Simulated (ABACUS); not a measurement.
The system is Rh.

```
CELL_PARAMETERS angstrom
0.00000 1.89785 1.89785
1.89785 0.00000 1.89785
1.89785 1.89785 0.00000
ATOMIC_POSITIONS crystal
Rh 0.00000 0.00000 0.00000
```

Base run:

* Program: ABACUS 3.10.1
* Functional: revTPSS
* Potentials or basis: SG15 ONCV 1.2 PBE
* Cutoff: 1401 eV
* Density cutoff: 5606 eV
* Basis: plane waves
* k mesh: 8 × 8 × 8
* Occupations: fermi-dirac, width 0.05 eV
* Spin: no spin polarisation

Its results: band gap on the k mesh none (metal or under the smearing width); pressure -2.1 GPa.

Problem. The run is repeated on the same cell with these changes: functional from revTPSS to M06-L. What comes out?

Solution. Band gap on the k mesh none (metal or under the smearing width); pressure 5.7 GPa.

Caveats: the potentials were made for another functional, which shifts forces and pressure.
